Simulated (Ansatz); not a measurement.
Rocksalt MgO, relaxed with r2SCAN in Ansatz 0.2.0. Space group Fm-3m (No. 225), cubic; a = 4.204 Å in the conventional setting, 9.29 Å³ an atom. Around Mg lie 6 O at 2.10 Å; around O lie 6 Mg at 2.10 Å.

The axes x, y and z are those of this cell:
```
CELL_PARAMETERS angstrom
0.00000 2.10217 2.10217
2.10217 0.00000 2.10217
2.10217 2.10217 0.00000
ATOMIC_POSITIONS crystal
Mg 0.00000 0.00000 0.00000
O 0.50000 0.50000 0.50000
```

Unstrained: PBE gives a direct gap of 4.797 eV at Γ. With r2SCAN the gap is 5.685 eV and direct, at Γ. With HSE06 the gap is 6.541 eV and direct, at Γ. Meshes: PBE 10×10×10, r2SCAN 10×10×10, HSE06 8×8×8. Strains are changes of length per length. After each strain the atoms were relaxed again with r2SCAN within the symmetry that the strain leaves, so tilts or polar shifts that break it weren't tested; points keep the names that they have in the unstrained zone. The values are computed, spin-unpolarised, and not measurements.

Task: One strain changed the r2SCAN stress by xx +17.06, yy +17.06, zz +17.06, xy -8.56, xz -8.56, yz -8.56 GPa (compression positive) and the gap by +0.577 eV (PBE), +0.606 eV (r2SCAN), +0.656 eV (HSE06). Which kind of strain was it, and roughly how large?

Result: Epitaxial -4.99 % in the plane normal to [111], free normal strain +1.69 %. The pattern of the stress gives the kind; the size needs the stiffness, so it is an estimate.

Task: One strain changed the r2SCAN stress by xx -0.33, yy -0.33, zz -1.06 GPa (compression positive) and the gap by -0.039 eV (PBE), -0.041 eV (r2SCAN), -0.044 eV (HSE06). Which kind of strain was it, and roughly how large?

Result: Uniaxial +0.35 % along z, other directions held. The pattern of the stress gives the kind; the size needs the stiffness, so it is an estimate.

Task: Estimate what isotropic -5.36 % on every length does to the gap.

Result: PBE: the gap goes from 4.797 to 6.584 eV (+1.787 eV). r2SCAN: the gap goes from 5.685 to 7.549 eV (+1.864 eV). HSE06: the gap goes from 6.541 to 8.490 eV (+1.949 eV). The r2SCAN energy rises by 148.4 meV an atom.

The meshes of the hybrids are coarse, so their gaps aren't converged to the digits shown.
